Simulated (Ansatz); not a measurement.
RuO2:
```cif
data_O4Ru2
_chemical_formula_sum 'Ru2 O4'
_space_group_name_H-M_alt 'P 1'
_space_group_IT_number 1
_cell_length_a 4.47936
_cell_length_b 4.47936
_cell_length_c 3.10742
_cell_angle_alpha 90.000
_cell_angle_beta 90.000
_cell_angle_gamma 90.000
loop_
_space_group_symop_operation_xyz
  'x, y, z'
loop_
_atom_site_label
_atom_site_type_symbol
_atom_site_fract_x
_atom_site_fract_y
_atom_site_fract_z
_atom_site_occupancy
Ru1 Ru 0.50000 0.50000 0.50000 1
Ru2 Ru 0.00000 0.00000 0.00000 1
O1 O 0.80533 0.19467 0.50000 1
O2 O 0.19467 0.80533 0.50000 1
O3 O 0.30533 0.30533 0.00000 1
O4 O 0.69467 0.69467 0.00000 1
```

Relaxed with r²SCAN.

### Question
Decompose the optical modes at the zone centre into irreducible representations, and say which are infrared and Raman allowed.

### Answer
Point group 4/mmm: Γ_opt = A1g + A2g + A2u + B1g + 2B1u + B2g + Eg + 3Eu. Infrared: A2u, Eu. Raman: A1g, B1g, B2g, Eg.

### Question
Assign frequencies (DFPT, DFT-r²SCAN in the program Ansatz with PAW potentials).

### Answer
B1g 182, B1u 192, Eu 290, A2g 429, Eu 437, Eg 510, A2u 540, B1u 584, A1g 627, Eu 642, B2g 708 cm⁻¹.

Subscripts of B labels follow the axes of the standard setting.

Space group P4_2/mnm (rutile). The r²SCAN relaxation kept the symmetry of its start; of distortions, only those at the zone centre were tested. The run is not spin-polarised. As this level gives no gap, phonon frequencies hold no LO–TO term and depend on the k-mesh and smearing (Fermi–Dirac, 0.1 eV here).

Potentials: the later of the program's two PAW sets.
